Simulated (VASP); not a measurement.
**TiN: relaxation of cell and atoms with PBEsol**

Crystal: TiN.

```
Ti N
1.0
     0.00000    2.12062    2.12062
     2.12062    0.00000    2.12062
     2.12062    2.12062    0.00000
Ti N
1 1
Cartesian
  0.0000 0.0000 0.0000
  2.1206 2.1206 2.1206
```

The cell is a database's computed one.

```yaml
Program: VASP 6.6.1
Task: relaxation of cell and atoms
Functional: PBEsol
Potentials_or_basis: VASP PAW PBE potentials, release 64 (Ti_sv, N)
Cutoff: 600 eV
k_mesh: 6 × 6 × 6
Occupations: gaussian, width 0.1 eV
Spin: no spin polarisation
Further_INCAR_settings: ALGO = Normal; EDIFF = 1e-07; IBRION = 2; EDIFFG = -0.005; NSW = 90; ISIF = 3
```

| Quantity | Value |
| --- | --- |
| Relaxed volume | 9.29 Å³/atom |
| Relaxed cell | a = 2.973 Å, b = 2.973 Å, c = 2.973 Å, α = 60.00°, β = 60.00°, γ = 60.00° |
| Space group after relaxing (to 0.05 Å) | Fm-3m (No. 225) |
| Energy gained by relaxing | 5.6 meV/atom |
| Ionic steps | 4 |
| Pressure after relaxing | 0.1 GPa |
| Band gap on the k mesh | none (metal or under the smearing width) |

The path:
| step | energy change (eV) | largest force (eV/Å) | pressure (GPa) | volume (Å³) |
| --- | --- | --- | --- | --- |
| 1 | 0.0000 | 0.0000 | -7.29 | 19.07 |
| 2 | 0.0142 | 0.0000 | 12.23 | 17.90 |
| 3 | -0.0113 | 0.0000 | -0.10 | 18.59 |
| 4 | -0.0113 | 0.0000 | 0.07 | 18.58 |

Final structure:
```
Ti N
1.0
     0.00000    2.10235    2.10235
     2.10235    0.00000    2.10235
     2.10235    2.10235    0.00000
Ti N
1 1
Direct
  0.00000 0.00000 0.00000
  0.50000 0.50000 0.50000
```

Levels at points of the mesh, in eV from the Fermi level:
| k point | band 6 | band 7 | band 8 | band 9 | band 10 | band 11 |
| --- | --- | --- | --- | --- | --- | --- |
| (0.00, 0.00, 0.00) | -1.95 | -1.95 | -1.95 | -0.58 | -0.58 | -0.58 |
| (0.50, 0.00, 0.00) | -8.19 | -5.53 | -5.53 | 1.84 | 1.84 | 2.56 |
| (0.50, 0.50, 0.00) | -5.81 | -3.15 | -3.15 | -3.15 | 1.78 | 2.58 |

It took 9.6 s on 1 thread of Intel(R) Xeon(R) 6975P-C (Granite Rapids), with other jobs on the host, peak memory 0.14 GiB.

Caveat: the k mesh is coarse (spacing up to 0.43 Å⁻¹), so the values aren't converged; the PAW data sets were made with another functional, which shifts forces and pressure a little.
